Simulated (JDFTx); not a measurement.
Crystal: BN.

```
N B
1.0
     1.25112    0.72234    3.37293
    -1.25112    0.72234    3.37293
     0.00000   -1.44467    3.37293
N B
1 1
Cartesian
  0.0000 0.0000 6.7517
  0.0000 0.0000 0.0033
```

The cell is a database's computed one.

```yaml
Program: JDFTx 1.7.0 (patched build)
Task: single point
Functional: PBE
Potentials_or_basis: PseudoDojo-SR-PBE-0.5-standard
Cutoff: 1143 eV
Density_cutoff: 9143 eV
k_mesh: 12 × 12 × 12
Occupations: fermi-dirac, width 0.05 eV
Spin: no spin polarisation
```

On this cell: pressure 3.2 GPa; largest force 0.004 eV/Å; band gap on the k mesh 4.31 eV, indirect (least direct gap 4.72 eV).

The same run follows on a disturbed copy (atoms moved at random, drawn with an rms of 0.05 Å):

```xyz
2
Lattice="1.2511 0.7223 3.3729 -1.2511 0.7223 3.3729 0.0000 -1.4447 3.3729" Properties=species:S:1:pos:R:3 pbc="T T T"
N     0.0391    0.0429    6.7377
B    -0.0334   -0.0240    0.0514
```

**Question.** What changes?

**Answer.** The energy moves by +105.5 meV/atom; pressure 6.4 GPa; largest force 3.719 eV/Å; band gap on the k mesh 3.75 eV, indirect (least direct gap 4.61 eV).

Forces on the atoms (eV/Å):
```
N   -2.393 -2.746  0.750
B    2.393  2.746 -0.750
```

Stress tensor (GPa, compression positive):
```
 0.91 -6.92  1.31
-6.92 16.16  1.49
 1.31  1.49  2.01
```

Caveats: the empty levels aren't tightly converged.

A k mesh can miss the band edges.
